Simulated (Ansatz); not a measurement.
# Ga: the cost of one run

Program: Ansatz 0.2.0. Level of theory: DFT, at the level named in each step. These are calculated values, not measurements.

2 further runs of the same task are left out: 2 that didn't finish.

### Step 1. The starting structure

Symmetry: I4/mmm, No. 139, tetragonal system. Conventional cell: a = 2.808 Å, b = 2.808 Å, c = 4.458 Å, α = 90.00°, β = 90.00°, γ = 90.00°. Ga (site symmetry 4/mmm) is surrounded by 12 Ga at 2.81 to 2.99 Å.

Coordinates:

```
CELL_PARAMETERS angstrom
-1.40400 1.40400 2.22900
1.40400 -1.40400 2.22900
1.40400 1.40400 -2.22900
ATOMIC_POSITIONS crystal
Ga 0.00000 0.00000 0.00000
```

The cell comes from a crystallographic database entry that wasn't checked; take it as a given geometry, which may be far from equilibrium.

### Step 2. No relativity, LAPW

Input file input.yaml:

```yaml
crystal:
  lattice:
    - [-1.404, 1.404, 2.229]
    - [1.404, -1.404, 2.229]
    - [1.404, 1.404, -2.229]
  atoms:
    - { symbol: Ga, position: [0.0, 0.0, 0.0] }
kpoints:
  mp_grid: { grid: [16, 16, 16] }
  band_path:
    path:
      - [0.0, 0.0, 0.0]
      - [0.0, 0.0, 0.5]
      - [0.25, 0.25, 0.25]
      - [0.0, 0.5, 0.0]
      - [0.0, 0.0, 0.0]
      - [0.5, 0.5, -0.5]
      - [0.3491868475, 0.6508131525, -0.3491868475]
      - [-0.3491868475, 0.3491868475, 0.3491868475]
      - [0.0, 0.0, 0.0]
    npoints: 5
scf:
  occupations: { method: fermi_dirac, width: 0.03 }
hamiltonian:
  xc: pbe
  pseudopotentials:
    kind: all_electron
    lapw: { basis_error: 0.001 }
    relativity: none
output:
  forces: true
  stress: true
  eigenvalues: true
```

Launch:

```bash
ansatz run input.yaml --threads 1 --pin off --max-ram 2048MiB --backend cpu --events-out ev --progress --plain --runs-dir out
```

**Question.** How long does this run take on 1 thread of Intel Xeon Platinum 8488C (Sapphire Rapids), shared host?

About 13 s.
